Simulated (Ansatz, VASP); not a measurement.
**InAs in two plane-wave programs**

Wanted: the spread between two codes on one cell, functional and k mesh. The structure shown is the end of the Ansatz relaxation below.

Main program and level: Ansatz 0.2.0; plane waves, with VASP 6.6.1 beside it; single point at LDA.

**1. The structure**

It takes space group I-4m2 (No. 119, tetragonal). The conventional cell has a = 4.309 Å, b = 4.309 Å, c = 5.845 Å, α = 90.00°, β = 90.00°, γ = 90.00°. Nearest to As lie 4 In at 2.60 Å. In has 4 As at 2.60 Å nearest. Farther neighbours are not listed.

**2. Ansatz: relaxation, LDA**

Ansatz runs on its PAW soft_1 files.

This run makes the geometry at which the two programs are then compared.

input.yaml reads:

```yaml
crystal:
  lattice:
    - [0.0, 3.0352434349, 2.9225243099]
    - [3.0352434349, 0.0, 2.9225243099]
    - [3.0352434349, 3.0352434349, 0.0]
  atoms:
    - { symbol: As, position: [0.75, 0.75, 0.75] }
    - { symbol: In, position: [0.0, 0.0, 0.0] }
  conventional_axes: [[-1, 1, 1], [1, -1, 1], [1, 1, -1]]
kpoints:
  mp_grid: { grid: [12, 12, 12] }
hamiltonian:
  xc: lda
  pseudopotentials: { kind: paw, azcp: { folder: soft_1 }, xc_functional: pbe }
scf:
  occupations: { method: methfessel_paxton, width: 0.2 }
output:
  forces: true
  stress: true
  eigenvalues: true
relax:
  adjacent_minimum: "off"
  f_tol: 0.001
  max_steps: 60
  cell: { stress_tol: 0.01, fix: [c, angles] }
```

On the command line:

```bash
ansatz run input.yaml --threads 4 --pin off --max-ram 10240MiB --backend cpu --events-out ev --progress --plain --runs-dir out
```

Numbers of over 12 decimals in the logs are rounded to 6 here.

The program printed:

```text
Engine: ansatz 0.2.0, x86_64-unknown-linux-gnu
Pseudopotentials: kind: paw
Pseudopotential: As, paw, valence charge 15, recommended cutoff 420 eV (normal), soft_1/As.paw.azcp
Pseudopotential: In, paw, valence charge 13, recommended cutoff 420 eV (normal), soft_1/In.paw.azcp
Functional definition: SPW92
  exchange = slater_x
  correlation = pw_c
Crystal: 2 atoms, lattice volume = 53.849 Å³
Basis set: ecut = 420 eV, 1049 PW (Γ)
Bands: 18, of which v1, the nominal top of the filled ones, is band 14 counted from 1 (13 counted from 0)
Symmetry: 8 space group operations
Space group: I-4m2 (ITA 119), of the structure as read, at distance tolerance 3.8e-5 Å
k-points: 163 of 1728 (time reversal used)
Non-local potential: As, projectors of the file, l = 0: 2, l = 1: 2, l = 2: 3, l = 3: 1
Non-local potential: In, projectors of the file, l = 0: 2, l = 1: 2, l = 2: 2, l = 3: 1
PAW form: soft (Blöchl's): semilocal exchange-correlation on the pseudo side does not see the compensation charge
PAW frozen core: As, regenerated for the run's functional, and the local potential with it (the file was generated under x = pbe(κ = 0.804, μ = 0.219515), c = pbe(β = 0.066725))
PAW frozen core: In, regenerated for the run's functional, and the local potential with it (the file was generated under x = pbe(κ = 0.804, μ = 0.219515), c = pbe(β = 0.066725))
PAW one-centre angular grid: As, 590 points (default); XC on 64 Gauss nodes
PAW one-centre angular grid: In, 590 points (default); XC on 64 Gauss nodes
Initial density: superposition of atomic densities (chi_scale 0.1, normalization cell, long waves kept (reshape's long-wave potential 0.00 eV rms))
Initial wavefunctions: pseudopotential atomic-orbital guess
Functional: x = slater, c = lda
SCF iter   1: F=—  HF=-10231.425275 eV  |F-HF|=—  |Δ(HF+E_count)|=         —  Δρ=2.87e-2  dr2=3.94e-1  ethr=3.10e-3  ⟨swp⟩=5.3  Hψ=15042  notcnv=0
preconditioner: auto → none  [insulator: Δε(μ)=0.147 eV  Ē_g=14.774 eV  σ=0.200 eV  W_gap=0.57  n_scr=14 (ndim 8)  ℏωp=21.5 eV  f_vac=0.005  D(μ)=0.05/eV (n_scr^D=0)  ε∞_Penn≈3.1]
SCF iter   2: F=—  HF=-10231.312167 eV  |F-HF|=—  |Δ(HF+E_count)|=   1.13e-1  S|Δr|=    0.00e0  Δρ=1.26e-2  dr2=6.34e-2  ethr=1.41e-3  ⟨swp⟩=2.0  Hψ=4866  notcnv=0
SCF iter   3: F=—  HF=-10231.297541 eV  |F-HF|=—  |Δ(HF+E_count)|=   1.46e-2  S|Δr|=    0.00e0  Δρ=2.57e-3  dr2=7.68e-3  ethr=2.26e-4  ⟨swp⟩=2.3  Hψ=5556  notcnv=0
SCF iter   4: F=—  HF=-10231.294164 eV  |F-HF|=—  |Δ(HF+E_count)|=   3.38e-3  S|Δr|=    0.00e0  Δρ=6.86e-4  dr2=1.21e-4  ethr=2.74e-5  ⟨swp⟩=2.0  Hψ=5217  notcnv=0
SCF iter   5: F=—  HF=-10231.294191 eV  |F-HF|=—  |Δ(HF+E_count)|=   2.69e-5  S|Δr|=    0.00e0  Δρ=1.76e-4  dr2=5.73e-6  ethr=4.32e-7  ⟨swp⟩=3.0  Hψ=5228  notcnv=0
SCF iter   6: F=—  HF=-10231.294197 eV  |F-HF|=—  |Δ(HF+E_count)|=   6.07e-6  S|Δr|=    0.00e0  Δρ=1.34e-5  dr2=4.65e-8  ethr=3.57e-10  ⟨swp⟩=4.5  Hψ=15977  notcnv=0
SCF iter   7: F=-10231.294197 eV  HF=-10231.294197 eV  |F-HF|=1.62e-10  |Δ(HF+E_count)|=   1.26e-8  S|Δr|=    0.00e0  Δρ=7.79e-7  dr2=1.46e-10  ethr=1.66e-10  ⟨swp⟩=4.0  Hψ=9421  notcnv=0
SCF 1 converged in 7 iterations: F = -10231.294197 eV  dr2 = 1.46e-10
  greatest PAW one-centre occupation: 0.999 electrons in one spin orbital (limit 2), on the As atom at site 0 (counted from 0), in its partial waves of l = 2
relax step   1: F+E_penalty+E_count = -10231.29419743 eV  Δ(F+E_penalty+E_count) = +0.000e0 eV  max|allowed force component| = 5.898e-17 eV/Å  Δτ_max = 0.0000 Å  P = +0.944 GPa  Ω = 53.849 Å³  fix = [c, alpha, beta, gamma]  reactions: c +1.775 GPa  (7 SCF iters, dr2 threshold 1.00e-7 eV, accepted)
[...]
relax step   2: F+E_penalty+E_count = -10231.29476419 eV  Δ(F+E_penalty+E_count) = -5.668e-4 eV  max|allowed force component| = 5.074e-17 eV/Å  Δτ_max = 0.0000 Å  P = +0.358 GPa  Ω = 54.343 Å³  energy of the carried Pulay correction = -7.156e-5 eV  fix = [c, alpha, beta, gamma]  reactions: c +1.291 GPa  (4 SCF iters, dr2 threshold 2.00e-7 eV, accepted)
[...]
relax step   3: F+E_penalty+E_count = -10231.29480561 eV  Δ(F+E_penalty+E_count) = -4.142e-5 eV  max|allowed force component| = 5.117e-17 eV/Å  Δτ_max = 0.0000 Å  P = +0.456 GPa  Ω = 54.258 Å³  energy of the carried Pulay correction = -5.930e-5 eV  fix = [c, alpha, beta, gamma]  reactions: c +1.372 GPa  (4 SCF iters, dr2 threshold 2.96e-8 eV, accepted)
[...]
relax step   4: F+E_penalty+E_count = -10231.29486593 eV  Δ(F+E_penalty+E_count) = -6.032e-5 eV  max|allowed force component| = 5.811e-17 eV/Å  Δτ_max = 0.0000 Å  P = +0.457 GPa  Ω = 54.258 Å³  fix = [c, alpha, beta, gamma]  reactions: c +1.372 GPa  stress off target by 6.15e-4 GPa on what of the cell is left free  SCF on the basis re-selected at this cell (its energy is not comparable with the rows above)  (5 SCF iters)
basis re-selected at this cell: Δ(F+E_penalty+E_count) = -6.032e-5 eV, ΔP = +0.001 GPa vs the last step (what re-selecting the basis moved, of the pressure what is left beyond the Pulay correction that the steps carried, after the strain that the cell walked since its last selection, with what the two solves' SCF thresholds leave and, on support functions, any second-order correction that the steps lacked; it is no m [...]
SCF converged after 5 iterations
Stability not checked: this state was not tested for a lower state beside it, because cold or Methfessel-Paxton smearing, or corrected tetrahedra, fill the levels in a way that the test cannot read (fill_not_monotonic; see scf.lower_state_search)
Free energy (F): -10231.294866 eV
Harris-Foulkes:  -10231.294866 eV  (|F-HF|=0.00e0)
Internal energy: -10231.295297 eV  (E = F + TS)
E sigma→0 (E₀):  -10231.294974 eV
Entropy (-TS):   0.000431 eV (0.216 meV/atom)
Fermi energy:    7.677135 eV
Step filling:    the computed levels leave a gap of 0.1552 eV = 0.8 smearing widths at the electron count; against every level under it full and every level over it empty, smearing changes F+E_penalty+E_count by +0.201 meV and its σ→0 estimate by +0.093 meV
--- Per-component energies (eV) ---
  E_band       = -321.291411
  E_kinetic    = 318.851638
  E_local      = -3459.677830  (includes V_loc(G=0)·N_el)
  E_nonlocal   = -59.454010
  E_hartree    = 1720.604226
  E_xc         = -212.507259
  E_vxc        = -164.900514  (∫ρ·V_xc dr)
  E_paw        = -6001.872995  (= ΣΔE_a)
  E_vpaw       = -397.319226  (= ΣTr[D̂ρ^β])
  E_aug_tail   = 0.000074  (compensation charges beyond the density's cutoff)
  E_ewald      = -2539.598904
  E_core_change = 2.359764  (= ΣΔE_core)
  E_smearing   = 0.000431  (= −TS)
  E_closure    = -0.000000  (closes the sum)
  Σ components = -10231.294866   (vs F -10231.294866, Δ=0.00e0)
--- Forces (eV/Å), atoms counted from 1 ---
  atom   1  As     0.00000000    -0.00000000    -0.00000000
  atom   2  In    -0.00000000     0.00000000     0.00000000
  max |Σ_I F_I| component: 1.06e-16 eV/Å
--- Stress (GPa, compression-positive) ---
       -0.000615       0.000000       0.000000
        0.000000      -0.000615       0.000000
       -0.000000       0.000000       1.372324
  P = ⅓ Tr σ = 0.4570 GPa (4.570 kbar)
--- Band table (eV; the first three rows and the last of 163) ---
  k-point 0: bands = [... 10 lower, -4.4472, 7.2543, 7.5427, 7.5427, 7.7347, 11.4057, 11.4906, 11.4906]
  k-point 1: bands = [... 10 lower, -4.3715, 6.2459, 7.4410, 7.5795, 8.3545, 11.4309, 11.6246, 11.6285]
  k-point 2: bands = [... 10 lower, -4.1531, 5.0026, 7.1947, 7.3659, 8.7543, 11.7288, 11.9168, 12.0360]
  k-point 162: bands = [... 10 lower, -2.2692, 1.7702, 5.0532, 5.0532, 8.8795, 9.3195, 16.8700, 16.8700]
--- Relaxed structure (3 steps of the walk, 3 accepted, 1 SCFs on fresh bases) ---
  F+E_penalty+E_count = -10231.29486593 eV   max|allowed force component| = 5.811e-17 eV/Å   (the final SCF, on the basis selected at the relaxed cell)
  cell:  # Å, volume = 54.2577 Å³
    - [0, 3.046750, 2.9225243099]
    - [3.046750, 0, 2.9225243099]
    - [3.046750, 3.046750, 0]
  atoms:
    - { symbol: As, position: [0.750000, 0.750000, 0.750000] }
    - { symbol: In, position: [0, 0, 0] }
```

**3. VASP: single point, LDA, pair 1**

The same cell, functional (in two slightly different forms), mesh and smearing now go to VASP, with its own data sets.

Lines of VASP's logs that name or quote its potential files are left out, and so is its time.

INCAR reads:

```
SYSTEM = InAs
PREC = Accurate
ENCUT = 500
EDIFF = 1E-06
NELM = 120
ISMEAR = 1
SIGMA = 0.2
LREAL = .FALSE.
ALGO = Normal
GGA = CA
NBANDS = 15
LORBIT = 11
LWAVE = .FALSE.
LCHARG = .FALSE.
ISIF = 2
LASPH = .TRUE.
GGA_COMPAT = .FALSE.
EFERMI = MIDGAP
KPAR = 2
```

POSCAR reads:

```
InAs
1.0
    0.0000000000      3.0467498267      2.9225243099
    3.0467498267      0.0000000000      2.9225243099
    3.0467498267      3.0467498267      0.0000000000
As In
1 1
Direct
    0.7500000000      0.7500000000      0.7500000000
    0.0000000000      0.0000000000      0.0000000000
```

KPOINTS reads:

```
Automatic mesh
0
Gamma
12 12 12
0 0 0
```

PAW data sets: As and In_d (LDA family, release 64).

On the command line:

```bash
mpirun -np 2 vasp_std
```

The program printed:

```text
[banner, memory and clock lines left out]
running    2 mpi-ranks, on    1 nodes
 distrk:  each k-point on    1 cores,    2 groups
 distr:  one band on    1 cores,    1 groups

 POSCAR found type information on POSCAR AsIn
 POSCAR found :  2 types and       2 ions
 LDA part: xc-table for (Slater(with rela. corr.)+CA(PZ))
 , standard interpolation
 POSCAR, INCAR and KPOINTS ok, starting setup
 FFT: planning ... GRIDC
 FFT: planning ... GRID_SOFT
 FFT: planning ... GRID
 WAVECAR not read
 entering main loop
       N       E                     dE             d eps       ncg     rms          rms(c)
DAV:   1     0.111499354055E+03    0.11150E+03   -0.82035E+03  4919   0.127E+03
DAV:   2    -0.144420255070E+01   -0.11294E+03   -0.10858E+03  5275   0.302E+02
DAV:   3    -0.913321560632E+01   -0.76890E+01   -0.76471E+01  6248   0.798E+01
DAV:   4    -0.933339004584E+01   -0.20017E+00   -0.20009E+00  5922   0.143E+01
DAV:   5    -0.934292127186E+01   -0.95312E-02   -0.95310E-02  7355   0.273E+00    0.483E+00
DAV:   6    -0.906522946820E+01    0.27769E+00   -0.38596E-01  7756   0.113E+01    0.266E+00
DAV:   7    -0.902523792725E+01    0.39992E-01   -0.11439E-01  6932   0.322E+00    0.687E-01
DAV:   8    -0.902184663367E+01    0.33913E-02   -0.12219E-02  6501   0.136E+00    0.233E-01
DAV:   9    -0.902172810804E+01    0.11853E-03   -0.79086E-04  6355   0.256E-01    0.146E-01
DAV:  10    -0.902174907356E+01   -0.20966E-04   -0.11962E-04  7571   0.191E-01    0.714E-02
DAV:  11    -0.902175241953E+01   -0.33460E-05   -0.36518E-05  7628   0.118E-01    0.472E-02
DAV:  12    -0.902175001161E+01    0.24079E-05   -0.51103E-06  6251   0.313E-02    0.650E-03
DAV:  13    -0.902175005960E+01   -0.47995E-07   -0.70719E-07  3285   0.530E-03
   1 F= -.90217501E+01 E0= -.90218937E+01  d E =0.430799E-03
```

Parts of OUTCAR (step 3):

```text
ion  position               nearest neighbor table
   1  0.750  0.750  0.750-   2 2.60   2 2.60   2 2.60   2 2.60
   2  0.000  0.000  0.000-   1 2.60   1 2.60   1 2.60   1 2.60

  LATTYP: Found a body centered tetragonal cell.
 ALAT       =     4.3087549261
 C/A-ratio  =     1.3565516536

 Subroutine GETGRP returns: Found  8 space group operations
 (whereof  8 operations were pure point group operations)

The static configuration has the point symmetry D_2d.

 Found    163 irreducible k-points:

   k-points           NKPTS =    163   k-points in BZ     NKDIM =    163   number of bands    NBANDS=     15

   dimension x,y,z NGX =    32 NGY =   32 NGZ =   32
   dimension x,y,z NGXF=    64 NGYF=   64 NGZF=   64

   ENCUT  =  500.0 eV  36.75 Ry    6.06 a.u.   7.70  7.70  7.86*2*pi/ulx,y,z

   NELECT =      18.0000    total number of electrons

 k-points in reciprocal lattice and weights: Automatic mesh
   0.00000000  0.00000000  0.00000000       0.001
   0.08333333 -0.00000000  0.00000000       0.005
   0.16666667 -0.00000000  0.00000000       0.005
   0.25000000 -0.00000000  0.00000000       0.005
   0.33333333  0.00000000  0.00000000       0.005
   0.41666667  0.00000000  0.00000000       0.005
   0.50000000 -0.00000000  0.00000000       0.002
   0.08333333  0.08333333  0.00000000       0.001
   0.16666667  0.08333333  0.00000000       0.005
[...]
-0.33333333  0.16666667  0.50000000       0.002
  -0.25000000  0.25000000  0.50000000       0.001

 average (electrostatic) potential at core
       1 -52.9398       2 -95.9472

 E-fermi :   4.5994

 k-point     1 :       0.0000    0.0000    0.0000
  band No.  band energies     occupation
    ...
      6      -7.5020      2.00000
      7       4.2227      2.02285
      8       4.4647      1.90057
      9       4.4647      1.90057
     10       4.6572      0.53261
     11       8.3149     -0.00000
     12       8.3998     -0.00000
     13       8.3998     -0.00000
     14      11.8803      0.00000
     15      13.9446      0.00000

 k-point     2 :       0.0833   -0.0000    0.0000
  band No.  band energies     occupation
    ...
      5      -9.7290      2.00000
      6      -7.4263      2.00000
      7       3.1905      2.00000
      8       4.3626      2.07037
      9       4.5018      1.72687
     10       5.2984     -0.00001
     11       8.3427     -0.00000
     12       8.5341     -0.00000
     13       8.5387     -0.00000
     14      12.3251      0.00000
    ...

 k-point     3 :       0.1667   -0.0000    0.0000
  band No.  band energies     occupation
    ...
      5      -9.7282      2.00000
      6      -7.2077      2.00000
      7       1.9412      2.00000
      8       4.1155      2.00329
      9       4.2872      2.04974
     10       5.6984     -0.00000
     11       8.6447      0.00000
     12       8.8265      0.00000
     13       8.9499      0.00000
     14      12.8710      0.00000
    ...

  Total        0.0548967      0.0548967      0.5172192      0.0000000      0.0000000     -0.0000000
  in kB        1.6210452      1.6210452     15.2729696      0.0000000      0.0000000     -0.0000000
  external PRESSURE =       6.1716866 kB  Pullay stress =       0.0000000 kB

  energy-cutoff  :      500.00
  volume of cell :       54.26
      direct lattice vectors                 reciprocal lattice vectors
     0.000000000  3.046749827  2.922524310    -0.164109306  0.164109306  0.171084976
     3.046749827  0.000000000  2.922524310     0.164109306 -0.164109306  0.171084976
     3.046749827  3.046749827  0.000000000     0.164109306  0.164109306 -0.171084976

 POSITION                                       TOTAL-FORCE (eV/Angst)
 -----------------------------------------------------------------------------------
      4.57012      4.57012      4.38379        -0.000000     -0.000000      0.000000
      0.00000      0.00000      0.00000         0.000000      0.000000     -0.000000
 -----------------------------------------------------------------------------------
    total drift:                                0.000000      0.000000      0.000000

  FREE ENERGIE OF THE ION-ELECTRON SYSTEM (eV)
  ---------------------------------------------------
  free  energy   TOTEN  =        -9.0217500596 eV

  energy  without entropy=       -9.0221808583  energy(sigma->0) =       -9.02189366

 total charge
# of ion       s       p       d       tot
------------------------------------------
    1        1.228   1.576   0.023   2.827
    2        0.865   0.761   9.888  11.513
--------------------------------------------------
tot          2.093   2.336   9.911  14.340

[... 3 further parts left out ...]
```

The gap is under twice the smearing width, so the edge states are partly filled and the run can't tell a small gap from a semimetal. Methfessel-Paxton smearing is not meant for a cell with a gap.

**4. Comparison**

Known differences besides the potentials themselves: the two LDA forms differ slightly; the data sets hold 28 valence electrons in Ansatz (on its PAW soft_1 files) and 18 in VASP; the cutoff is 420 eV in Ansatz and 500 eV in VASP; VASP's log shows a relativistic correction to its local exchange, Ansatz's none; Ansatz's pressure holds a Pulay correction, VASP's none. Total energies have different zeros and are not compared.

Compared:

```csv
quantity,Ansatz,VASP,difference
pressure (GPa),0.46,0.62,-0.16
```

**5. Ansatz: relaxation, LDA**

This run makes the geometry at which the two programs are then compared. The cell compared in this pair holds 54.11 Å³, against 54.26 Å³ for the pair before.

The structure compared here is the end of the Ansatz relaxation.

Changes to input.yaml since step 2:

```diff
@@ -2,5 +2,5 @@
   lattice:
-    - [0.0, 3.0352434349, 2.9225243099]
-    - [3.0352434349, 0.0, 2.9225243099]
-    - [3.0352434349, 3.0352434349, 0.0]
+    - [0.0, 3.0467498267, 2.8923951933]
+    - [3.0467498267, 0.0, 2.8923951933]
+    - [3.0467498267, 3.0467498267, 0.0]
   atoms:
```

On the command line:

```bash
ansatz run input.yaml --threads 4 --pin off --max-ram 10240MiB --backend cpu --events-out ev --progress --plain --runs-dir out
```

The program printed:

```text
[...]
Crystal: 2 atoms, lattice volume = 53.698 Å³
Basis set: ecut = 420 eV, 1017 PW (Γ)
Bands: 18, of which v1, the nominal top of the filled ones, is band 14 counted from 1 (13 counted from 0)
Symmetry: 8 space group operations
[...]
k-points: 163 of 1728 (time reversal used)
[...]
k-point 162: bands = [... 10 lower, -2.2089, 1.8534, 5.0306, 5.0306, 8.8714, 9.2725, 16.9216, 16.9216]
--- Relaxed structure (3 steps of the walk, 3 accepted, 1 SCFs on fresh bases) ---
[...]
cell:  # Å, volume = 54.1120 Å³
    - [0, 3.058462, 2.8923951933]
    - [3.058462, 0, 2.8923951933]
    - [3.058462, 3.058462, 0]
  atoms:
    - { symbol: As, position: [0.750000, 0.750000, 0.750000] }
    - { symbol: In, position: [0, 0, 0] }
[key lines of the parts left out:]
SCF converged after 5 iterations
Free energy (F): -10231.289325 eV
Fermi energy:    7.731569 eV
P = ⅓ Tr σ = 0.5944 GPa (5.944 kbar)
```

**6. VASP: single point, LDA, pair 2**

The same cell, functional (in two slightly different forms), mesh and smearing now go to VASP, with its own data sets.

INCAR is that of step 3.

POSCAR reads:

```
InAs
1.0
    0.0000000000      3.0584622222      2.8923951933
    3.0584622222      0.0000000000      2.8923951933
    3.0584622222      3.0584622222      0.0000000000
As In
1 1
Direct
    0.7500000000      0.7500000000      0.7500000000
    0.0000000000      0.0000000000      0.0000000000
```

KPOINTS is that of step 3.

On the command line:

```bash
mpirun -np 2 vasp_std
```

The program printed:

```text
[... set-up lines as in an earlier step ...]
 entering main loop
       N       E                     dE             d eps       ncg     rms          rms(c)
DAV:   1     0.112926231488E+03    0.11293E+03   -0.82606E+03  4941   0.128E+03
DAV:   2    -0.140169709231E+01   -0.11433E+03   -0.10983E+03  5359   0.305E+02
DAV:   3    -0.912731976665E+01   -0.77256E+01   -0.76759E+01  6255   0.799E+01
DAV:   4    -0.932896148067E+01   -0.20164E+00   -0.20157E+00  5973   0.144E+01
[...]
DAV:  11    -0.901605323468E+01   -0.32950E-05   -0.37085E-05  7517   0.120E-01    0.500E-02
DAV:  12    -0.901605072275E+01    0.25119E-05   -0.53076E-06  6324   0.326E-02    0.685E-03
DAV:  13    -0.901605076859E+01   -0.45839E-07   -0.73423E-07  3313   0.537E-03
   1 F= -.90160508E+01 E0= -.90161919E+01  d E =0.423426E-03
```

[end of part 1 of 2]

[Lines on the potential files, build, host, timing and source positions are cut from VASP's logs without a mark.]

[Logs are printed without paths, hosts, clocks, repeated set-up lines and the standing remarks that a program may print on its own settings, such as how far it seeks lower states.]

[Hosts, paths, dates, database ids (printed as entryN), source tags and the programs' standing remarks are cut or masked in the printed files.]
